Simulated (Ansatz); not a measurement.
ZnSnN2 as one 8-atom ordering (Pmmn) on the rocksalt lattice: a relaxation of cell and atoms in Ansatz 0.2.0 (r2SCAN). It starts from the PBE minimum.

```yaml
crystal:
  lattice:
    - [3.2632065603, 0.0, 0.0]
    - [0.0, 4.2990773761, 0.0]
    - [0.0, 0.0, 6.747198965]
  atoms:
    - { symbol: Zn, position: [0.0, 0.0, 0.9061735522] }
    - { symbol: "N", position: [0.0, 0.5, 0.8656063971] }
    - { symbol: Zn, position: [0.5, 0.5, 0.0938264478] }
    - { symbol: "N", position: [0.5, 0.0, 0.1343936029] }
    - { symbol: Sn, position: [0.0, 0.0, 0.3632654714] }
    - { symbol: "N", position: [0.0, 0.5, 0.4086564574] }
    - { symbol: Sn, position: [0.5, 0.5, 0.6367345286] }
    - { symbol: "N", position: [0.5, 0.0, 0.5913435426] }
kpoints:
  mp_grid: { grid: [8, 6, 4] }
hamiltonian:
  xc: r2scan
scf:
  occupations: { method: fermi_dirac, width: 0.02 }
relax:
  f_tol: 0.005
  cell: {}
output:
  write_density: true
  write_potential: true
  elf: true
  volumetric_format: npy
```

The trajectory has 9 recorded frames, each with positions in Å and forces in eV/Å. The last, and any step after a large change of cell, is solved on a basis re-selected at its cell; pressure is positive in compression.

Step 1: energy 0.0 meV/atom from step 1, largest force component 0.105 eV/Å, pressure -6.35 GPa
```xyz
8
Lattice="3.2632 0.0000 0.0000 0.0000 4.2991 0.0000 0.0000 0.0000 6.7472" Properties=species:S:1:pos:R:3:forces:R:3 pbc="T T T"
Zn    0.0000    0.0000    6.1141    0.0000    0.0000    0.0549
N     0.0000    2.1495    5.8404    0.0000    0.0000   -0.1047
Zn    1.6316    2.1495    0.6331    0.0000    0.0000   -0.0549
N     1.6316    0.0000    0.9068    0.0000    0.0000    0.1047
Sn    0.0000    0.0000    2.4510    0.0000    0.0000    0.0521
N     0.0000    2.1495    2.7573    0.0000    0.0000    0.0828
Sn    1.6316    2.1495    4.2962    0.0000    0.0000   -0.0521
N     1.6316    0.0000    3.9899    0.0000    0.0000   -0.0828
```

Step 2: energy -8.8 meV/atom from step 1, largest force component 0.218 eV/Å, pressure +0.75 GPa
```xyz
8
Lattice="3.2151 0.0000 0.0000 0.0000 4.2600 0.0000 0.0000 0.0000 6.6321" Properties=species:S:1:pos:R:3:forces:R:3 pbc="T T T"
Zn    0.0000    0.0000    5.9977    0.0000    0.0000    0.0054
N     0.0000    2.1300    5.7318    0.0000    0.0000    0.0379
Zn    1.6076    2.1300    0.6344    0.0000    0.0000   -0.0054
N     1.6076    0.0000    0.9003    0.0000    0.0000   -0.0379
Sn    0.0000    0.0000    2.4174    0.0000    0.0000   -0.2178
N     0.0000    2.1300    2.6941    0.0000    0.0000   -0.0951
Sn    1.6076    2.1300    4.2147    0.0000    0.0000    0.2178
N     1.6076    0.0000    3.9381    0.0000    0.0000    0.0951
```

Step 3: energy -9.2 meV/atom from step 1, largest force component 0.069 eV/Å, pressure +0.13 GPa
```xyz
8
Lattice="3.2207 0.0000 0.0000 0.0000 4.2647 0.0000 0.0000 0.0000 6.6251" Properties=species:S:1:pos:R:3:forces:R:3 pbc="T T T"
Zn    0.0000    0.0000    5.9892    0.0000    0.0000   -0.0315
N     0.0000    2.1323    5.7340    0.0000    0.0000    0.0166
Zn    1.6103    2.1323    0.6359    0.0000    0.0000    0.0315
N     1.6103    0.0000    0.8911    0.0000    0.0000   -0.0166
Sn    0.0000    0.0000    2.4033    0.0000    0.0000    0.0067
N     0.0000    2.1323    2.6909    0.0000    0.0000   -0.0689
Sn    1.6103    2.1323    4.2218    0.0000    0.0000   -0.0067
N     1.6103    0.0000    3.9342    0.0000    0.0000    0.0689
```

Question: Estimate where the relaxation ends.

Answer:
Step 4: energy -9.4 meV/atom from step 1, largest force component 0.028 eV/Å, pressure +0.02 GPa
```xyz
8
Lattice="3.2170 0.0000 0.0000 0.0000 4.2689 0.0000 0.0000 0.0000 6.6222" Properties=species:S:1:pos:R:3:forces:R:3 pbc="T T T"
Zn    0.0000    0.0000    5.9824    0.0000    0.0000   -0.0224
N     0.0000    2.1345    5.7343    0.0000    0.0000   -0.0283
Zn    1.6085    2.1345    0.6398    0.0000    0.0000    0.0224
N     1.6085    0.0000    0.8879    0.0000    0.0000    0.0283
Sn    0.0000    0.0000    2.4013    0.0000    0.0000    0.0004
N     0.0000    2.1345    2.6839    0.0000    0.0000   -0.0190
Sn    1.6085    2.1345    4.2209    0.0000    0.0000   -0.0004
N     1.6085    0.0000    3.9383    0.0000    0.0000    0.0190
```

Step 5: energy -9.5 meV/atom from step 1, largest force component 0.043 eV/Å, pressure -0.02 GPa
```xyz
8
Lattice="3.2159 0.0000 0.0000 0.0000 4.2775 0.0000 0.0000 0.0000 6.5999" Properties=species:S:1:pos:R:3:forces:R:3 pbc="T T T"
Zn    0.0000    0.0000    5.9534    0.0000    0.0000   -0.0119
N     0.0000    2.1388    5.7161    0.0000    0.0000   -0.0431
Zn    1.6080    2.1388    0.6465    0.0000    0.0000    0.0119
N     1.6080    0.0000    0.8838    0.0000    0.0000    0.0431
Sn    0.0000    0.0000    2.3927    0.0000    0.0000   -0.0128
N     0.0000    2.1388    2.6653    0.0000    0.0000    0.0246
Sn    1.6080    2.1388    4.2073    0.0000    0.0000    0.0128
N     1.6080    0.0000    3.9346    0.0000    0.0000   -0.0246
```

Step 6: energy -9.6 meV/atom from step 1, largest force component 0.028 eV/Å, pressure -0.03 GPa
```xyz
8
Lattice="3.2114 0.0000 0.0000 0.0000 4.2870 0.0000 0.0000 0.0000 6.5867" Properties=species:S:1:pos:R:3:forces:R:3 pbc="T T T"
Zn    0.0000    0.0000    5.9333    0.0000    0.0000    0.0005
N     0.0000    2.1435    5.7027    0.0000    0.0000   -0.0076
Zn    1.6057    2.1435    0.6534    0.0000    0.0000   -0.0005
N     1.6057    0.0000    0.8839    0.0000    0.0000    0.0076
Sn    0.0000    0.0000    2.3872    0.0000    0.0000    0.0069
N     0.0000    2.1435    2.6543    0.0000    0.0000    0.0284
Sn    1.6057    2.1435    4.1995    0.0000    0.0000   -0.0069
N     1.6057    0.0000    3.9323    0.0000    0.0000   -0.0284
```

Step 7: energy -9.6 meV/atom from step 1, largest force component 0.011 eV/Å, pressure +0.01 GPa
```xyz
8
Lattice="3.2106 0.0000 0.0000 0.0000 4.2910 0.0000 0.0000 0.0000 6.5797" Properties=species:S:1:pos:R:3:forces:R:3 pbc="T T T"
Zn    0.0000    0.0000    5.9238    0.0000    0.0000    0.0112
N     0.0000    2.1455    5.6978    0.0000    0.0000   -0.0074
Zn    1.6053    2.1455    0.6559    0.0000    0.0000   -0.0112
N     1.6053    0.0000    0.8819    0.0000    0.0000    0.0074
Sn    0.0000    0.0000    2.3846    0.0000    0.0000   -0.0073
N     0.0000    2.1455    2.6533    0.0000    0.0000   -0.0072
Sn    1.6053    2.1455    4.1951    0.0000    0.0000    0.0073
N     1.6053    0.0000    3.9264    0.0000    0.0000    0.0072
```

Step 8: energy -9.6 meV/atom from step 1, largest force component 0.002 eV/Å, pressure 0.00 GPa
```xyz
8
Lattice="3.2102 0.0000 0.0000 0.0000 4.2916 0.0000 0.0000 0.0000 6.5800" Properties=species:S:1:pos:R:3:forces:R:3 pbc="T T T"
Zn    0.0000    0.0000    5.9262    0.0000    0.0000   -0.0009
N     0.0000    2.1458    5.6973    0.0000    0.0000    0.0015
Zn    1.6051    2.1458    0.6539    0.0000    0.0000    0.0009
N     1.6051    0.0000    0.8827    0.0000    0.0000   -0.0015
Sn    0.0000    0.0000    2.3851    0.0000    0.0000    0.0018
N     0.0000    2.1458    2.6527    0.0000    0.0000   -0.0003
Sn    1.6051    2.1458    4.1949    0.0000    0.0000   -0.0018
N     1.6051    0.0000    3.9274    0.0000    0.0000    0.0003
```

Step 9: energy -9.4 meV/atom from step 1, largest force component 0.002 eV/Å, pressure -0.01 GPa
```xyz
8
Lattice="3.2102 0.0000 0.0000 0.0000 4.2916 0.0000 0.0000 0.0000 6.5800" Properties=species:S:1:pos:R:3:forces:R:3 pbc="T T T"
Zn    0.0000    0.0000    5.9262    0.0000    0.0000   -0.0011
N     0.0000    2.1458    5.6973    0.0000    0.0000    0.0014
Zn    1.6051    2.1458    0.6539    0.0000    0.0000    0.0011
N     1.6051    0.0000    0.8827    0.0000    0.0000   -0.0014
Sn    0.0000    0.0000    2.3851    0.0000    0.0000    0.0018
N     0.0000    2.1458    2.6527    0.0000    0.0000   -0.0004
Sn    1.6051    2.1458    4.1949    0.0000    0.0000   -0.0018
N     1.6051    0.0000    3.9274    0.0000    0.0000    0.0004
```

The walk took 8 steps and changed the volume by -4.2 %. The last SCF, on a fresh basis, lies 9.4 meV an atom below the first. Final cell: it is orthorhombic, Pmmn (No. 59); a = 3.210 Å, b = 4.292 Å, c = 6.580 Å in the conventional setting, 11.33 Å³ an atom. Zn has 6 N at 2.16–2.56 Å; N has 4 Zn at 2.16–2.22 Å and 2 Sn at 2.20 Å; Sn has 6 N at 2.16–2.23 Å; N has 4 Sn at 2.16–2.23 Å and 2 Zn at 2.56 Å.

Command: `ansatz run input.yaml --threads 2 --pin off --max-ram 20275MiB --backend cpu --events-out ev --progress --plain --runs-dir out`.

Question: What wall time did it need on 2 threads of AMD EPYC 7R13 Processor (Zen 3) (shared host), load about 3.7 per core, and how much host memory at the peak?

Answer: About 90 s, with a peak of 0.92 GiB.

All values are calculated for a non-magnetic cell, which may be hypothetical.
